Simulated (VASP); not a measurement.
# AlN (P6_3mc) in VASP: a series of runs

Runs on AlN. Level: PBE. Tasks: single point.

Everything below comes from runs of VASP 6.6.1. Logs are shortened: lines on timing, memory, paths and dates and some standing lists are left out, and cuts for length are marked.

**Measured values to compare with.**

“Self-assembly of well-separated AlN nanowires directly on sputtered metallic TiN films”, 2019, arxiv:1910.07391 quotes, for a bulk crystal of AlN at 10 K: band gap 6.034 eV (an exciton energy, a little under the gap).

The results are compared with them further down.

### 1 Starting point

The structure is hexagonal, space group P6_3mc (No. 186). Conventional cell: a = 3.130 Å, b = 3.130 Å, c = 5.018 Å, α = 90.00°, β = 90.00°, γ = 120.00°. Al (site symmetry 3m) has 4 N at 1.90 to 1.91 Å as nearest neighbours. Around N (site symmetry 3m) lie 4 Al at 1.90 to 1.91 Å.

### 2 Single point, PBE

INCAR reads:

```
SYSTEM = AlN
PREC = Accurate ; ENCUT = 520
EDIFF = 1E-6 ; ISMEAR = 0
SIGMA = 0.02 ; LREAL = .FALSE.
LASPH = .TRUE. ; NELM = 100
ALGO = Normal ; ISIF = 2
LWAVE = .FALSE. ; LCHARG = .TRUE.
GGA = PE ; LELF = .TRUE.
LVHAR = .TRUE. ; NBANDS = 16
```

KPOINTS reads:

```
Automatic mesh
0
G
  12 12 6
  0 0 0
```

POSCAR reads:

```
AlN
1.0
    3.1302395627      0.0000000000      0.0000000000
   -1.5651197814      2.7108669813      0.0000000000
    0.0000000000      0.0000000000      5.0179796546
Al N
2 2
Direct
    0.3333333333      0.6666666667      0.0017287175
    0.6666666667      0.3333333333      0.5017287175
    0.3333333333      0.6666666667      0.3832712825
    0.6666666667      0.3333333333      0.8832712825
```

Potentials or basis: VASP PAW PBE potentials, release 64 (Al, N).

Launch:

```bash
> cat potpaw_PBE.64/Al/POTCAR potpaw_PBE.64/N/POTCAR > POTCAR
> mpirun -np 1 vasp_std > vasp.out
```

OUTCAR:

```text
SYSTEM = AlN
   PREC = Accurate
   ENCUT = 520
   EDIFF = 1E-6
   ISMEAR = 0
   LREAL = .FALSE.
   LASPH = .TRUE.
   NELM = 100
   ISIF = 2
   GGA = PE

 ion  position               nearest neighbor table
   1  0.333  0.667  0.002-   4 1.90   4 1.90   4 1.90   3 1.91   2 3.09   2 3.09   2 3.09   2 3.09
                             2 3.09   2 3.09
   2  0.667  0.333  0.502-   3 1.90   3 1.90   3 1.90   4 1.91   1 3.09   1 3.09   1 3.09   1 3.09
                             1 3.09   1 3.09
   3  0.333  0.667  0.383-   2 1.90   2 1.90   2 1.90   1 1.91
   4  0.667  0.333  0.883-   1 1.90   1 1.90   1 1.90   2 1.91

  LATTYP: Found a hexagonal cell.
 ALAT       =     3.1302395627
 C/A-ratio  =     1.6030656932

  Lattice vectors:

 A1 = (   3.1302395627,   0.0000000000,   0.0000000000)
 A2 = (  -1.5651197814,   2.7108669813,   0.0000000000)
 A3 = (   0.0000000000,   0.0000000000,   5.0179796546)

Analysis of symmetry for initial positions (statically):
=====================================================================
 Subroutine PRICEL returns:
 Original cell was already a primitive cell.

 Routine SETGRP: Setting up the symmetry group for a
 hexagonal supercell.

 Subroutine GETGRP returns: Found 12 space group operations
 (whereof  6 operations were pure point group operations)
 out of a pool of 24 trial point group operations.

The static configuration has the point symmetry C_3v.
 The point group associated with its full space group is C_6v.

Analysis of symmetry for dynamics (positions and initial velocities):
=====================================================================
 Subroutine PRICEL returns:
 Original cell was already a primitive cell.

 Routine SETGRP: Setting up the symmetry group for a
 hexagonal supercell.

 Subroutine GETGRP returns: Found 12 space group operations
 (whereof  6 operations were pure point group operations)
 out of a pool of 24 trial point group operations.

The dynamic configuration has the point symmetry C_3v.
 The point group associated with its full space group is C_6v.

 Subroutine INISYM returns: Found 12 space group operations
 (whereof  6 operations are pure point group operations),
 and found     1 'primitive' translations

----------------------------------------------------------------------------------------

                                     Primitive cell

  volume of cell :      42.5809

  direct lattice vectors                    reciprocal lattice vectors
     3.130239563  0.000000000  0.000000000     0.319464367  0.184442838  0.000000000
    -1.565119781  2.710866981  0.000000000     0.000000000  0.368885676  0.000000000
     0.000000000  0.000000000  5.017979655     0.000000000  0.000000000  0.199283391

  length of vectors
     3.130239563  3.130239563  5.017979655     0.368885676  0.368885676  0.199283391

  position of ions in fractional coordinates (direct lattice)
     0.333333333  0.666666667  0.001728718
     0.666666667  0.333333333  0.501728718
     0.333333333  0.666666667  0.383271282
     0.666666667  0.333333333  0.883271282

  ion indices of the primitive-cell ions
   primitive index   ion index
                 1           1
                 2           2
                 3           3
                 4           4

----------------------------------------------------------------------------------------

 KPOINTS: Automatic mesh

Automatic generation of k-mesh.
 Grid dimensions read from file:
 generate k-points for:   12   12    6

 Generating k-lattice:

  Cartesian coordinates                     Fractional coordinates (reciprocal lattice)
     0.026622031  0.015370237  0.000000000     0.083333333 -0.000000000  0.000000000
     0.000000000  0.030740473  0.000000000     0.000000000  0.083333333  0.000000000
     0.000000000  0.000000000  0.033213898     0.000000000  0.000000000  0.166666667

  Length of vectors
     0.030740473  0.030740473  0.033213898

  Shift w.r.t. Gamma in fractional coordinates (k-lattice)
     0.000000000  0.000000000  0.000000000

 Subroutine IBZKPT returns following result:
 ===========================================

 Found     76 irreducible k-points:

 Following reciprocal coordinates:
            Coordinates               Weight
  0.000000  0.000000  0.000000      1.000000
  0.083333  0.000000  0.000000      6.000000
  0.166667 -0.000000  0.000000      6.000000
  0.250000  0.000000  0.000000      6.000000
  0.333333  0.000000  0.000000      6.000000
  0.416667  0.000000  0.000000      6.000000
[... 16 lines left out ...]
  0.250000  0.000000  0.166667     12.000000
  0.333333  0.000000  0.166667     12.000000
 [... further k-points ...]
   k-points           NKPTS =     76   k-points in BZ     NKDIM =     76   number of bands    NBANDS=     16
   number of dos      NEDOS =    301   number of ions     NIONS =      4
   total plane-waves  NPLWV =  23040
   dimension x,y,z NGX =    24 NGY =   24 NGZ =   40
   dimension x,y,z NGXF=    48 NGYF=   48 NGZF=   80
   ions per type =               2   2
   NGX,Y,Z   is equivalent  to a cutoff of  12.75, 12.75, 13.25 a.u.
   NGXF,Y,Z  is equivalent  to a cutoff of  25.49, 25.49, 26.50 a.u.
 SYSTEM =  AlN
   PREC   = accura    normal or accurate (medium, high low for compatibility)
   ISTART =      0    job   : 0-new  1-cont  2-samecut
   ICHARG =      2    charge: 1-file 2-atom 10-const
   ISPIN  =      1    spin polarized calculation?
   LNONCOLLINEAR =      F non collinear calculations
   LSORBIT =      F    spin-orbit coupling
   LASPH  =      T    aspherical Exc in radial PAW
   ENCUT  =  520.0 eV  38.22 Ry    6.18 a.u.   5.82  5.82  9.33*2*pi/ulx,y,z
   NELM   =    100;   NELMIN=  2; NELMDL= -5     # of ELM steps
   EDIFF  = 0.1E-05   stopping-criterion for ELM
   LREAL  =      F    real-space projection
   EDIFFG = 0.1E-04   stopping-criterion for IOM
   NSW    =      0    number of steps for IOM
   IBRION =     -1    ionic relax: 0-MD 1-quasi-New 2-CG
   NFREE  =      0    steps in history (QN), initial steepest desc. (CG)
   ISIF   =      2    stress and relaxation
   ISYM   =      2    0-nonsym 1-usesym 2-fastsym
   POTIM  = 0.5000    time-step for ionic-motion
   TEBEG  =    0.0;   TEEND  =   0.0 temperature during run
   PSTRESS=    0.0 pullay stress
   NELECT =      16.0000    total number of electrons
   NUPDOWN=      -1.0000    fix difference up-down
   EMIN   =  10.00;   EMAX   =-10.00  energy-range for DOS
   EFERMI =   0.00;   METHOD = LEGACY
   ISMEAR =     0;   SIGMA  =   0.02  broadening in eV -4-tet -1-fermi 0-gaus
   EFERMI_NEDOS =   21; number of points for ismear=-14 and -15
   IALGO  =     38    algorithm
   IMIX   =      4    mixing-type and parameters
     AMIX     =   0.40;   BMIX     =  1.00
     AMIX_MAG =   1.60;   BMIX_MAG =  1.00
  volume/ion in A,a.u.               =      10.65        71.84
  Fermi-wavevector in a.u.,A,eV,Ry     =   1.181345  2.232418 18.987951  1.395575
  Thomas-Fermi vector in A             =   2.317620
   LORBIT       =      0    0 simple, 1 ext, 2 COOP (PROOUT), +10 PAW based schemes
   GGA     = PE    functional components
   LHFCALC =     F    Hartree Fock is set to
   AEXX    =    0.0000 exact exchange contribution
   IVDW    =     0    specifies the selected vdW correction
   LEPSILON=     F    determine dielectric tensor
   LRPA    =     F    only Hartree local field effects (RPA)
 non-spin polarized calculation
 Gauss-broadening in eV      SIGMA  =   0.02
  energy-cutoff  :      520.00
  volume of cell :       42.58
 maximum number of plane-waves:      1170
 NGX is ok and might be reduce to    24
   NGX = 11   NGY = 11   NGZ = 19

 number of electron      15.9999998 magnetization

 Free energy of the ion-electron system (eV)
  ---------------------------------------------------
  ext. energy  EPLUGINS =         0.00000000
  ---------------------------------------------------
  free energy    TOTEN  =       -29.78050415 eV

  energy without entropy =      -29.78050415  energy(sigma->0) =      -29.78050415

 E-fermi :   6.1336     XC(G=0): -10.8269

 val. band max:        5.9642447467   @ k =   0.0000   0.0000   0.0000
 cond. band min:      10.0074204675   @ k =   0.0000   0.0000   0.0000
 fundamental gap:      4.0431757207
 Fermi energy:         6.1335641726

 k-point     1 :       0.0000    0.0000    0.0000
  band No.  band energies     occupation
      1      -9.1032      2.00000
      2      -7.0205      2.00000
      3       0.0589      2.00000
      4       5.1188      2.00000
      5       5.1188      2.00000
      6       5.7614      2.00000
[... 8 lines left out ...]
     15      18.9294      0.00000
     16      18.9294      0.00000

 k-point     2 :       0.0833    0.0000    0.0000
  band No.  band energies     occupation
      1      -9.0166      2.00000
      2      -6.9715      2.00000
      3       0.1627      2.00000
      4       4.7103      2.00000
      5       5.0041      2.00000
      6       5.3462      2.00000
[... 8 lines left out ...]
     15      18.9476      0.00000
     16      19.0072      0.00000

 k-point     3 :       0.1667   -0.0000    0.0000
  band No.  band energies     occupation
      1      -8.7643      2.00000
      2      -6.8374      2.00000
      3       0.4688      2.00000
      4       3.7155      2.00000
      5       4.4745      2.00000
      6       4.7339      2.00000
[... 8 lines left out ...]
     15      18.1895      0.00000
     16      18.6481      0.00000

 k-point     4 :       0.2500    0.0000    0.0000
  band No.  band energies     occupation
      1      -8.3718      2.00000
      2      -6.6600      2.00000
      3       0.9584      2.00000
      4       2.5577      2.00000
      5       3.5216      2.00000
      6       4.4231      2.00000
[... 8 lines left out ...]
     15      17.8726      0.00000
     16      19.1086      0.00000

 k-point     5 :       0.3333    0.0000    0.0000
  band No.  band energies     occupation
      1      -7.8915      2.00000
      2      -6.5124      2.00000
      3       1.5087      2.00000
      4       1.6163      2.00000
      5       2.6732      2.00000
      6       4.1527      2.00000
[... 8 lines left out ...]
     15      17.8611      0.00000
     16      20.1801      0.00000

 k-point     6 :       0.4167    0.0000    0.0000
  band No.  band energies     occupation
      1      -7.4242      2.00000
      2      -6.4756      2.00000
      3       0.8346      2.00000
      4       2.0504      2.00000
      5       2.2965      2.00000
      6       3.9729      2.00000
[... 8 lines left out ...]
     15      18.3757      0.00000
     16      20.9600      0.00000
[... 267 lines left out ...]
 k-point    21 :       0.0833    0.0000    0.1667
  band No.  band energies     occupation
      1      -8.9140      2.00000
      2      -7.1655      2.00000
      3       0.5087      2.00000
      4       4.7542      2.00000
      5       5.0188      2.00000
      6       5.0502      2.00000
[... 8 lines left out ...]
     15      18.4992      0.00000
     16      18.6731      0.00000

 k-point    22 :       0.1667   -0.0000    0.1667
  band No.  band energies     occupation
      1      -8.6654      2.00000
      2      -7.0146      2.00000
      3       0.7607      2.00000
      4       3.7791      2.00000
      5       4.2467      2.00000
      6       4.7901      2.00000
[... 8 lines left out ...]
     15      18.2994      0.00000
     16      18.7480      0.00000

 k-point    23 :       0.2500    0.0000    0.1667
  band No.  band energies     occupation
      1      -8.2802      2.00000
      2      -6.8084      2.00000
      3       1.0983      2.00000
      4       2.7160      2.00000
      5       3.3501      2.00000
      6       4.4882      2.00000
[... 8 lines left out ...]
     15      18.1485      0.00000
     16      19.1646      0.00000

 k-point    24 :       0.3333    0.0000    0.1667
  band No.  band energies     occupation
      1      -7.8118      2.00000
      2      -6.6202      2.00000
      3       1.1235      2.00000
      4       2.0702      2.00000
      5       2.6718      2.00000
      6       4.2240      2.00000
[... 8 lines left out ...]
     15      18.1874      0.00000
     16      20.0821      0.00000

 [... further k-points ...]

------------------------ aborting loop because EDIFF is reached ----------------------------------------

  FORCE on cell =-STRESS in cart. coord.  units (eV):
  Direction    XX          YY          ZZ          XY          YZ          ZX
  --------------------------------------------------------------------------------------
  -------------------------------------------------------------------------------------
  Total       -0.0731668     -0.0731668     -0.0561634      0.0000000     -0.0000000      0.0000000
  in kB       -2.7530223     -2.7530223     -2.1132428      0.0000000     -0.0000000      0.0000000
  external PRESSURE =      -2.5397625 kB  Pullay stress =       0.0000000 kB

 VOLUME and BASIS-vectors are now :
 -----------------------------------------------------------------------------
  energy-cutoff  :      520.00
  volume of cell :       42.58
      direct lattice vectors                 reciprocal lattice vectors
     3.130239563  0.000000000  0.000000000     0.319464367  0.184442838  0.000000000
    -1.565119781  2.710866981  0.000000000     0.000000000  0.368885676  0.000000000
     0.000000000  0.000000000  5.017979655     0.000000000  0.000000000  0.199283391

 POSITION                                       TOTAL-FORCE (eV/Angst)
 -----------------------------------------------------------------------------------
     -0.00000      1.80724      0.00867        -0.000000      0.000000      0.000661
      1.56512      0.90362      2.51766         0.000000      0.000000      0.000661
     -0.00000      1.80724      1.92325         0.000000      0.000000     -0.000661
      1.56512      0.90362      4.43224        -0.000000      0.000000     -0.000661
 -----------------------------------------------------------------------------------
    total drift:                               -0.000000      0.000000      0.000625

  FREE ENERGIE OF THE ION-ELECTRON SYSTEM (eV)
  ---------------------------------------------------
  free  energy   TOTEN  =       -29.7805041539 eV

  energy  without entropy=      -29.7805041539  energy(sigma->0) =      -29.78050415
```

Wall time 19 s (1 thread of Intel Xeon Platinum 8488C (Sapphire Rapids), shared host); peak memory 0.18 GiB.

Results:

```yaml
Free_energy: -29.7805 eV
Pressure: -0.3 GPa
Band_gap_on_the_k_mesh: 4.04 eV, direct
```

Levels at points of the mesh, in eV from the valence-band top:
| k point | band 5 | band 6 | band 7 | band 8 | band 9 | band 10 | band 11 | band 12 |
| --- | --- | --- | --- | --- | --- | --- | --- | --- |
| (0.00, 0.00, 0.00) | -0.85 | -0.20 | -0.20 | 0.00 | 4.04 | 6.51 | 10.46 | 11.03 |
| (0.50, 0.00, 0.00) | -3.29 | -2.05 | -1.74 | -0.68 | 5.76 | 5.76 | 8.02 | 10.14 |
| (0.00, 0.00, 0.50) | -0.53 | -0.53 | -0.53 | -0.53 | 6.31 | 6.31 | 10.17 | 10.17 |
| (0.50, 0.00, 0.50) | -1.44 | -1.44 | -1.35 | -1.35 | 5.25 | 5.25 | 9.14 | 9.14 |

[end of part 1 of 2]
